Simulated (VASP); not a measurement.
Crystal: Mg2Si.

```
CELL_PARAMETERS angstrom
0.00000 3.15910 3.15910
3.15910 0.00000 3.15910
3.15910 3.15910 0.00000
ATOMIC_POSITIONS crystal
Si 0.00000 0.00000 0.00000
Mg 0.25000 0.25000 0.25000
Mg 0.75000 0.75000 0.75000
```

The cell was built by a generator and needn't be a form met in nature.

Base run:

| Property | Result |
| --- | --- |
| Program | VASP 6.6.1 |
| Functional | PBE |
| Potentials or basis | VASP PAW PBE potentials, release 64 (Si, Mg) |
| Cutoff | 520 eV |
| k mesh | 8 × 8 × 8 |
| Occupations | gaussian, width 0.02 eV |
| Spin | no spin polarisation |

Its results: band gap on the k mesh 0.19 eV, indirect (least direct gap 1.97 eV).

Question: The run is repeated on the same cell with these changes: functional from PBE to r2SCAN; dispersion from none to rVV10. What comes out?

Answer: Band gap on the k mesh 0.40 eV, indirect (least direct gap 2.46 eV).

Several settings changed at once, so the effect can't be laid on one alone.
